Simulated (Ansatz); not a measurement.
Two-dimensional strain map in Ga

These are results of Ansatz 0.2.0, DFT r2SCAN, scalar-relativistic, plane waves, PAW, not measurements. Settings: plane waves to 500 eV, k-mesh 24×24×24 (Γ-centred), Gaussian smearing 0.15 eV. No spin polarisation. Energies are free energies at this smearing, counted from the undisturbed cell; pressure is positive in compression.

Reference structure (as given, not relaxed at this level; it stands at 0.9 GPa; this form isn't the usual structure):

```yaml
crystal:
  lattice:
    - [-1.40400, 1.40400, 2.22900]
    - [1.40400, -1.40400, 2.22900]
    - [1.40400, 1.40400, -2.22900]
  atoms:
    - { symbol: Ga, position: [0.00000, 0.00000, 0.00000] }
```

The cell is strained by p along both x and y and by q along z, fractional coordinates fixed. Points are written (p, q).

Energy above the undisturbed cell in meV/atom (a dash: not computed):

```
 p \ q  -0.030  -0.015  0.000  0.015  0.030
-0.030    39.7    28.3   19.5   13.1    8.4
-0.015    19.4       –    5.7      –    0.2
 0.000     6.7     2.6    0.0   -1.2   -0.7
 0.015     0.5       –      –      –      –
 0.030     0.7       –    5.3      –   15.7
```

Pressure in GPa:

```
 p \ q  -0.030  -0.015  0.000  0.015  0.030
-0.030     8.0     6.7    5.4    4.3    3.3
-0.015     5.3       –    3.0      –    1.1
 0.000     3.0     1.9    0.9    0.0   -0.8
 0.015     1.0       –      –      –      –
 0.030    -0.8       –   -2.3      –   -3.6
```